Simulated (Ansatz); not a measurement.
Born–Oppenheimer molecular dynamics of a periodic cell of 25 atoms, Si₈O₁₇ (host SiO2, host structure P4_2/mmc, interstitial O). It starts from a relaxed structure.

These are results of Ansatz, DFT PBEsol, scalar-relativistic, plane waves, PAW, not measurements. Settings: accuracy low, PAW set soft_1, cutoff 420 eV, k mesh 1x1x1, fermi-dirac smearing 0.02 eV, spin collinear.

```
ensemble        : NVT, Nosé–Hoover chain
time step       : 1 fs
steps asked     : 140
set temperature : 1200 K
thermostat      : time constant 200 fs, chain length 1
seed            : 383787
```

Frames 5 fs apart, positions in Å, forces in eV/Å.

Velocities at 60 fs (Å/ps):

```
Si -2.46 3.37 0.61
Si 5.79 -0.76 4.95
Si 0.58 6.93 -2.70
Si 5.58 -8.95 -2.06
Si 1.74 -2.95 2.36
Si -5.65 -5.05 -6.19
Si -1.65 1.10 -3.88
Si -1.90 2.75 -5.25
O -10.83 -8.52 -4.76
O 10.26 3.66 -2.40
O 10.42 5.63 10.63
O 1.04 -3.25 -6.36
O -1.34 -1.87 4.75
O 3.39 -2.21 -3.76
O -3.87 -9.62 1.21
O 4.31 -2.39 4.59
O 4.78 4.50 4.75
O -10.49 2.89 -0.42
O 5.96 2.80 2.86
O 2.26 -1.43 -5.75
O -3.79 5.02 -3.96
O -14.66 0.47 4.47
O 1.43 8.46 -1.48
O -4.48 6.33 8.63
O 2.04 -4.19 8.33
```

```xyz
25
Lattice="7.1418 0.0000 0.0000 0.0000 7.1418 0.0000 0.0000 0.0000 8.8209" Properties=species:S:1:pos:R:3:forces:R:3 time_fs=60 energy_less_start_eV=1.768 T=657
Si 5.460 3.616 1.478 0.93 0.40 1.40
Si 3.541 5.615 5.992 1.82 1.60 1.65
Si 3.806 1.726 5.838 1.61 -2.63 2.45
Si 5.732 3.572 7.232 -0.18 1.03 -3.26
Si 1.681 3.738 7.316 1.48 -2.19 -0.64
Si 1.418 3.469 1.649 0.43 0.07 0.98
Si 3.459 5.570 2.846 -1.24 -1.49 0.30
Si 3.560 1.549 2.673 -2.07 0.91 1.79
O 4.689 2.212 1.813 1.54 1.87 -1.21
O 4.876 4.849 6.559 0.32 -0.89 -0.17
O 2.730 2.590 6.634 -2.08 0.82 -0.11
O 2.123 4.839 2.235 0.19 -0.24 -0.42
O 2.273 5.107 6.826 0.04 1.34 0.30
O 2.023 2.170 2.516 0.80 0.56 -0.74
O 4.803 4.971 2.172 0.24 -1.25 -0.18
O 5.197 2.129 6.687 0.18 0.90 -0.29
O 5.736 3.901 -0.060 -1.20 -0.21 1.40
O 3.284 5.296 4.455 0.44 0.23 -1.83
O 4.056 1.815 4.258 -0.79 0.12 -0.99
O 1.720 3.356 0.049 0.17 0.03 1.50
O -0.153 3.471 2.023 0.07 0.02 0.22
O 3.738 0.083 6.311 -0.56 0.65 -1.26
O 0.181 3.771 6.876 -2.03 -0.74 -1.03
O 3.452 -0.017 2.465 0.14 -0.96 0.35
O 2.860 0.763 0.493 -0.25 0.06 -0.22
25
Lattice="7.1418 0.0000 0.0000 0.0000 7.1418 0.0000 0.0000 0.0000 8.8209" Properties=species:S:1:pos:R:3:forces:R:3 time_fs=65 energy_less_start_eV=2.044 T=572
Si 5.451 3.632 1.486 0.42 -1.34 0.83
Si 3.575 5.618 6.022 0.30 1.03 0.36
Si 3.816 1.748 5.835 1.23 -3.02 2.75
Si 5.759 3.534 7.211 -0.28 2.91 -0.69
Si 1.695 3.715 7.323 0.59 -0.78 -1.47
Si 1.393 3.445 1.623 1.01 0.65 1.33
Si 3.445 5.569 2.829 -1.40 -1.43 0.75
Si 3.542 1.566 2.656 -1.44 0.53 2.49
O 4.651 2.187 1.778 2.76 2.93 -1.60
O 4.929 4.860 6.546 0.01 -0.99 -0.21
O 2.767 2.623 6.685 -1.36 -0.04 -0.84
O 2.129 4.821 2.199 -0.01 -0.36 -0.50
O 2.269 5.108 6.851 0.79 1.29 0.00
O 2.043 2.164 2.491 -0.55 1.09 -0.71
O 4.784 4.916 2.178 -0.43 0.24 0.53
O 5.219 2.121 6.706 -0.39 -0.10 -0.84
O 5.751 3.921 -0.033 -1.19 -0.60 -1.29
O 3.236 5.312 4.442 0.94 0.33 -0.46
O 4.080 1.830 4.264 -0.96 0.24 -1.20
O 1.732 3.348 0.035 -0.13 -0.34 2.28
O -0.170 3.495 2.006 0.76 -0.35 0.70
O 3.662 0.092 6.324 0.04 1.20 -1.25
O 0.175 3.807 6.861 -0.65 -1.09 -0.83
O 3.431 0.004 2.510 0.24 -1.96 0.18
O 2.869 0.743 0.532 -0.29 -0.05 -0.31
25
Lattice="7.1418 0.0000 0.0000 0.0000 7.1418 0.0000 0.0000 0.0000 8.8209" Properties=species:S:1:pos:R:3:forces:R:3 time_fs=70 energy_less_start_eV=2.097 T=559
Si 5.446 3.637 1.502 0.66 -1.88 -0.41
Si 3.613 5.629 6.056 -0.90 0.50 -0.89
Si 3.836 1.745 5.856 0.61 -2.47 1.79
Si 5.783 3.521 7.184 -0.73 3.50 1.32
Si 1.714 3.686 7.319 -0.76 1.18 -0.81
Si 1.376 3.426 1.608 1.00 1.27 1.63
Si 3.420 5.556 2.817 -1.12 -1.48 0.77
Si 3.513 1.588 2.659 1.06 -0.06 1.19
O 4.651 2.204 1.721 1.03 1.42 -0.06
O 4.983 4.857 6.529 -0.72 -0.41 -0.52
O 2.785 2.655 6.723 0.00 -1.41 -1.82
O 2.135 4.797 2.157 -0.14 -0.14 -0.30
O 2.276 5.128 6.877 0.96 0.51 0.06
O 2.055 2.174 2.456 -1.54 1.07 -0.29
O 4.758 4.865 2.192 -0.97 1.53 1.15
O 5.235 2.113 6.713 -0.63 -0.60 -1.07
O 5.748 3.932 -0.022 -1.06 -0.80 -2.46
O 3.202 5.334 4.422 1.30 0.25 1.24
O 4.088 1.849 4.252 -1.10 0.30 -0.17
O 1.742 3.335 0.052 -0.31 -0.37 0.71
O -0.176 3.515 2.000 1.08 -0.53 1.01
O 3.586 0.118 6.318 0.61 0.95 -1.05
O 0.160 3.827 6.833 1.58 -1.25 -0.61
O 3.413 -0.002 2.559 0.31 -0.94 -0.12
O 2.872 0.721 0.568 -0.22 -0.13 -0.27
25
Lattice="7.1418 0.0000 0.0000 0.0000 7.1418 0.0000 0.0000 0.0000 8.8209" Properties=species:S:1:pos:R:3:forces:R:3 time_fs=75 energy_less_start_eV=2.111 T=559
Si 5.447 3.628 1.514 1.18 -0.32 -1.38
Si 3.644 5.645 6.082 -1.62 0.27 -1.62
Si 3.861 1.722 5.891 -0.03 -1.20 0.12
Si 5.802 3.536 7.166 -1.06 2.25 1.64
Si 1.728 3.666 7.309 -1.08 2.30 0.39
Si 1.367 3.418 1.606 0.68 1.74 1.29
Si 3.384 5.530 2.813 -0.85 -1.07 0.97
Si 3.491 1.609 2.672 2.25 -0.77 -0.07
O 4.666 2.241 1.662 -1.07 -0.87 1.44
O 5.025 4.848 6.505 -1.40 0.46 -0.83
O 2.802 2.667 6.735 0.56 -1.88 -2.11
O 2.139 4.771 2.110 -0.15 0.48 0.16
O 2.297 5.155 6.904 0.83 -0.36 0.25
O 2.046 2.200 2.418 -0.97 -0.02 0.59
O 4.720 4.835 2.222 -0.25 1.17 0.74
O 5.243 2.097 6.706 0.10 0.15 -0.61
O 5.729 3.931 -0.045 -0.88 -0.77 -1.44
O 3.187 5.359 4.419 1.34 0.04 2.05
O 4.081 1.872 4.238 -1.07 0.26 0.79
O 1.747 3.317 0.079 -0.36 -0.23 -1.61
O -0.167 3.527 2.007 0.25 -0.41 0.93
O 3.519 0.158 6.296 1.01 -0.40 -0.65
O 0.167 3.828 6.796 2.38 -1.28 -0.46
O 3.400 -0.022 2.605 0.27 0.59 -0.45
O 2.873 0.697 0.600 -0.10 -0.13 -0.13
25
Lattice="7.1418 0.0000 0.0000 0.0000 7.1418 0.0000 0.0000 0.0000 8.8209" Properties=species:S:1:pos:R:3:forces:R:3 time_fs=80 energy_less_start_eV=2.131 T=558
Si 5.457 3.616 1.514 1.04 1.53 -1.39
Si 3.660 5.663 6.095 -1.95 0.16 -1.92
Si 3.886 1.688 5.928 -0.46 0.59 -1.48
Si 5.812 3.570 7.162 -0.44 0.54 0.21
Si 1.733 3.665 7.301 0.33 1.77 0.63
Si 1.364 3.425 1.615 0.40 1.56 -0.16
Si 3.341 5.496 2.817 -0.36 0.24 1.69
Si 3.488 1.624 2.686 1.65 -1.09 -0.55
O 4.667 2.267 1.624 -1.91 -2.09 1.98
O 5.048 4.846 6.468 -1.49 0.98 -0.86
O 2.826 2.652 6.716 -0.38 -0.77 -1.35
O 2.141 4.754 2.065 -0.16 1.30 0.60
O 2.331 5.178 6.934 0.58 -0.90 0.43
O 2.023 2.224 2.388 0.54 -1.50 1.58
O 4.678 4.821 2.262 1.16 -0.13 -0.28
O 5.254 2.084 6.689 1.21 1.18 0.09
O 5.697 3.920 -0.090 -0.63 -0.48 0.66
O 3.192 5.385 4.446 1.10 -0.21 1.53
O 4.058 1.899 4.235 -0.85 0.13 1.09
O 1.747 3.296 0.083 -0.53 -0.04 -2.16
O -0.155 3.533 2.029 -0.93 -0.15 0.60
O 3.466 0.190 6.265 1.13 -2.27 -0.11
O 0.208 3.809 6.753 0.85 -1.19 -0.20
O 3.391 -0.034 2.645 0.14 0.95 -0.63
O 2.872 0.672 0.629 -0.03 -0.11 0.00
25
Lattice="7.1418 0.0000 0.0000 0.0000 7.1418 0.0000 0.0000 0.0000 8.8209" Properties=species:S:1:pos:R:3:forces:R:3 time_fs=85 energy_less_start_eV=2.053 T=588
Si 5.476 3.615 1.504 -0.42 1.27 -0.77
Si 3.661 5.683 6.092 -1.80 -0.15 -1.54
Si 3.908 1.659 5.953 -0.41 1.74 -2.25
Si 5.818 3.610 7.158 0.40 -0.47 -1.85
Si 1.742 3.679 7.298 1.96 0.64 0.07
Si 1.364 3.444 1.623 0.27 0.10 -1.46
Si 3.295 5.464 2.836 1.02 1.74 2.40
Si 3.498 1.630 2.695 0.71 -1.12 -0.33
O 4.641 2.264 1.615 -0.98 -1.16 1.68
O 5.049 4.857 6.418 -0.85 0.75 -0.40
O 2.843 2.626 6.678 -1.55 0.63 -0.30
O 2.140 4.755 2.028 -0.36 1.80 0.73
O 2.373 5.187 6.972 0.23 -1.09 0.58
O 2.007 2.227 2.381 1.04 -1.56 1.65
O 4.653 4.806 2.300 1.59 -0.70 -0.79
O 5.281 2.088 6.673 1.43 1.48 0.34
O 5.655 3.901 -0.125 -0.35 -0.06 2.27
O 3.213 5.407 4.495 0.53 -0.56 -0.18
O 4.022 1.928 4.248 -0.52 -0.08 0.91
O 1.739 3.273 0.058 -0.82 0.17 -0.71
O -0.155 3.536 2.060 -1.01 0.03 0.17
O 3.430 0.190 6.232 1.24 -2.65 0.29
O 0.260 3.773 6.705 -1.33 -0.82 0.07
O 3.384 -0.034 2.676 0.01 0.20 -0.61
O 2.871 0.644 0.659 -0.04 -0.13 0.02
25
Lattice="7.1418 0.0000 0.0000 0.0000 7.1418 0.0000 0.0000 0.0000 8.8209" Properties=species:S:1:pos:R:3:forces:R:3 time_fs=90 energy_less_start_eV=1.881 T=650
Si 5.491 3.625 1.487 -2.01 0.00 0.22
Si 3.647 5.701 6.077 -1.05 -1.00 -0.25
Si 3.927 1.644 5.959 -0.27 1.67 -1.95
Si 5.827 3.646 7.140 0.66 -0.52 -2.26
Si 1.766 3.698 7.295 1.86 -0.33 -0.74
Si 1.367 3.464 1.619 0.21 -1.62 -1.34
Si 3.258 5.446 2.875 2.71 2.33 2.04
Si 3.515 1.626 2.702 -0.17 -1.08 0.34
O 4.601 2.244 1.630 0.73 0.45 0.89
O 5.037 4.879 6.363 0.06 0.11 0.34
O 2.839 2.609 6.633 -1.70 1.07 0.29
O 2.134 4.782 2.002 -0.63 1.59 0.67
O 2.419 5.181 7.018 -0.02 -0.84 0.52
O 2.005 2.209 2.397 0.43 -0.20 0.82
O 4.650 4.781 2.326 0.72 -0.31 -0.55
O 5.328 2.112 6.661 0.34 0.91 -0.01
O 5.608 3.880 -0.129 0.02 0.20 1.48
O 3.241 5.421 4.540 -0.33 -1.06 -2.28
O 3.978 1.956 4.275 -0.16 -0.34 0.51
O 1.718 3.253 0.023 -0.93 0.29 1.04
O -0.169 3.540 2.094 0.05 0.02 -0.29
O 3.413 0.154 6.203 1.56 -0.27 0.50
O 0.294 3.725 6.659 -1.96 -0.22 0.47
O 3.377 -0.030 2.699 -0.03 -0.67 -0.40
O 2.869 0.615 0.689 -0.11 -0.17 -0.07
25
Lattice="7.1418 0.0000 0.0000 0.0000 7.1418 0.0000 0.0000 0.0000 8.8209" Properties=species:S:1:pos:R:3:forces:R:3 time_fs=95 energy_less_start_eV=1.946 T=636
Si 5.489 3.636 1.472 -2.26 -0.84 1.41
Si 3.623 5.711 6.059 -0.03 -2.19 1.03
Si 3.943 1.643 5.949 -0.33 1.50 -1.00
Si 5.842 3.679 7.103 0.42 -0.18 -0.95
Si 1.805 3.715 7.287 0.02 -1.48 -0.87
Si 1.372 3.471 1.604 0.21 -1.81 -0.21
Si 3.244 5.447 2.930 3.13 1.66 -0.17
Si 3.530 1.613 2.712 -1.02 -0.99 0.96
O 4.571 2.230 1.659 1.90 1.27 0.12
O 5.026 4.903 6.312 0.64 -0.36 0.87
O 2.810 2.606 6.593 -0.83 0.53 0.29
O 2.118 4.833 1.986 -0.60 0.77 0.82
O 2.465 5.162 7.071 0.06 0.01 0.14
O 2.010 2.188 2.426 -0.13 0.93 0.01
O 4.657 4.752 2.345 -0.39 0.43 0.01
O 5.381 2.151 6.649 -1.21 -0.11 -0.59
O 5.561 3.863 -0.112 0.45 0.37 -1.00
O 3.265 5.419 4.554 -1.02 -1.44 -2.68
O 3.931 1.980 4.309 0.19 -0.57 -0.16
O 1.684 3.238 0.001 -0.76 0.38 1.45
O -0.183 3.544 2.123 0.86 -0.09 -0.82
O 3.419 0.115 6.181 1.66 2.67 0.66
O 0.302 3.674 6.620 -0.88 0.50 0.97
O 3.370 -0.036 2.715 0.11 -0.81 -0.10
O 2.865 0.583 0.718 -0.18 -0.15 -0.18
25
Lattice="7.1418 0.0000 0.0000 0.0000 7.1418 0.0000 0.0000 0.0000 8.8209" Properties=species:S:1:pos:R:3:forces:R:3 time_fs=100 energy_less_start_eV=2.146 T=578
Si 5.470 3.639 1.468 -1.16 -1.00 1.79
Si 3.599 5.702 6.048 0.69 -1.82 1.04
Si 3.956 1.655 5.931 -0.35 1.53 0.18
Si 5.860 3.709 7.059 -0.08 -0.14 0.50
Si 1.844 3.719 7.271 -2.10 -2.34 0.06
Si 1.378 3.463 1.587 0.17 -0.60 1.22
Si 3.255 5.461 2.983 2.15 0.31 -4.06
Si 3.537 1.591 2.729 -1.36 -0.54 0.85
O 4.568 2.233 1.692 1.80 0.94 0.05
O 5.024 4.923 6.273 0.71 -0.43 0.94
O 2.769 2.611 6.556 0.32 -0.33 0.00
O 2.094 4.896 1.983 -0.25 -0.33 1.09
O 2.513 5.144 7.127 0.16 0.86 -0.27
O 2.014 2.179 2.456 -0.13 1.18 -0.43
O 4.660 4.729 2.364 -0.93 0.99 0.39
O 5.416 2.188 6.627 -2.27 -0.86 -0.99
O 5.520 3.851 -0.109 0.69 0.49 -2.28
O 3.275 5.396 4.531 -1.15 -1.41 0.47
O 3.887 1.994 4.340 0.43 -0.61 -1.24
O 1.639 3.228 -0.001 -0.31 0.48 0.39
O -0.185 3.547 2.140 0.70 -0.18 -1.32
O 3.450 0.111 6.168 1.48 2.70 0.61
O 0.296 3.629 6.595 0.59 1.17 1.16
O 3.364 -0.053 2.730 0.39 -0.05 0.10
O 2.859 0.548 0.745 -0.21 -0.03 -0.24
```

Of the whole run (140 fs, mean temperature of the second half 611 K): The conserved energy stayed within 0.38 meV per atom of its start (net change 0.26 meV per atom), so the integration is sound. The mean temperature of the second half is 49 % below the set value. A run of 0.14 ps of so small a system gives no equilibrium averages. Limits of this set-up: coarse k mesh, PAW files made for another functional, a small cell, in which the defect meets its images, low accuracy level.

Time of the run: 16 min on 1 thread of Arm Neoverse V2 (shared host), peak memory 0.53 GiB.
